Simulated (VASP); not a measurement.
Write the native input for VASP 6.6.1 that does the following.

```yaml
Task: Born charges and dielectric tensor
Functional: PBEsol
Potentials_or_basis: VASP PAW PBE potentials, release 64 (C)
Cutoff: 520 eV
k_mesh: 14 × 14 × 14
Occupations: gaussian, width 0.02 eV
Spin: no spin polarisation
Further_INCAR_settings: ALGO = Fast; EDIFF = 1e-08; IBRION = 8; NSW = 1
```

The structure of C lies in POSCAR:

```
C                                       
1.0
    0.0000000000      1.7783294398      1.7783294398
    1.7783294398      0.0000000000      1.7783294398
    1.7783294398      1.7783294398      0.0000000000
  C             
     2
Direct
     0.0000000000000000    0.0000000000000000    0.0000000000000000
     0.2500000000000000    0.2500000000000000    0.2500000000000000
```

This isn't the form of C at room conditions, which is graphite.

One way to write it, as run:

INCAR

```
PREC = Accurate ; ENCUT = 520
EDIFF = 1E-8 ; ISMEAR = 0
SIGMA = 0.02 ; LREAL = False
LASPH = True ; NELM = 80
ALGO = Fast ; ISIF = 2
LWAVE = False ; LCHARG = False
GGA = PS ; LEPSILON = True
IBRION = 8 ; NSW = 1
```

KPOINTS

```
Automatic mesh
0
Gamma
  14 14 14
```

Potentials or basis: VASP PAW PBE potentials, release 64 (C).

The run is started by

```bash
$ cat potpaw_PBE.64/C/POTCAR > POTCAR
$ mpirun -np 1 vasp_std > vasp.out
```

It gave:

* Band gap on the k mesh: 4.03 eV, indirect (least direct gap 5.56 eV)
* Electronic dielectric tensor (diagonal): 5.87
* Born charges (mean of the diagonal): C +0.00 e
* Highest phonon frequency at Γ: 1307 cm⁻¹

Run time: 92 s on 1 thread of Intel(R) Xeon(R) Platinum 8375C CPU @ 2.90GHz (Ice Lake), with other jobs on the host, peak memory 0.2 GiB.
